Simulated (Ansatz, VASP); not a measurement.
# Si: programs and potentials compared

The starting cell:

```xyz
2
Lattice="0.0000 2.7219 2.7219 2.7219 0.0000 2.7219 2.7219 2.7219 0.0000" Properties=species:S:1:pos:R:3 pbc="T T T"
Si    2.7219    2.7219    2.7219
Si    4.0828    4.0828    4.0828
```

Alike in all runs: task relaxation of cell and atoms; functional PBE; dispersion D4; k mesh 8 × 8 × 8; occupations fermi-dirac, width 0.05 eV; no spin polarisation; no spin-orbit coupling.

```json
{"program and potentials": "Ansatz, Ansatz PAW", "plane-wave cutoff (eV)": "420", "notes": "-", "equilibrium volume (Å³/atom)": "19.90"}
{"program and potentials": "VASP, PBE PAW files Si, 600 eV", "plane-wave cutoff (eV)": "600", "notes": "-", "equilibrium volume (Å³/atom)": "19.88"}
{"program and potentials": "Ansatz, all-electron LAPW, scalar-relativistic", "plane-wave cutoff (eV)": "-", "notes": "-", "equilibrium volume (Å³/atom)": "19.89"}
```

The equilibrium volume spans 19.88 (VASP, PBE PAW files Si, 600 eV) to 19.90 Å³/atom (Ansatz, Ansatz PAW), with all-electron results at 19.89. Relaxations stop with a little pressure left, so the last digit of a volume isn't settled.

Differences between rows come from potentials, basis sets and numerical settings, since the functional is the same but for its coding. Runs on potential files found faulty are left out.
